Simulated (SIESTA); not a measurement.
The system is CdSe (Cadmoselite).

```
Cd Se
1.0
     4.30000    0.00000    0.00000
    -2.15000    3.72391    0.00000
     0.00000    0.00000    7.02000
Cd Se
2 2
Direct
  0.66667 0.33333 0.50000
  0.33333 0.66667 0.00000
  0.66667 0.33333 0.88500
  0.33333 0.66667 0.38500
```

Base run:

* Program: SIESTA 5.4.2
* Functional: PBE
* Potentials or basis: PseudoDojo 0.4 standard (PBE files)
* Basis: DZP (energy shift 0.003 Ry; two zetas on semicore shells)
* Grid cutoff: 800 Ry
* Energy shift: 0.003 Ry
* k mesh: 7 × 7 × 4
* Occupations: fermi-dirac, width 0.05 eV
* Spin: no spin polarisation

Its results: band gap on the k mesh 0.92 eV, direct; pressure 3.2 GPa; largest force 0.321 eV/Å.

Task: The run is repeated on the same cell with these changes: functional from PBE to LDA; potentials or basis from PseudoDojo 0.4 standard (PBE files) to PseudoDojo 0.4 standard (LDA files). What comes out?

Result: Band gap on the k mesh 0.66 eV, direct; pressure -1.6 GPa; largest force 0.297 eV/Å.

Caveats: the basis of atomic orbitals isn't converged, which shifts pressures, moduli and gaps.
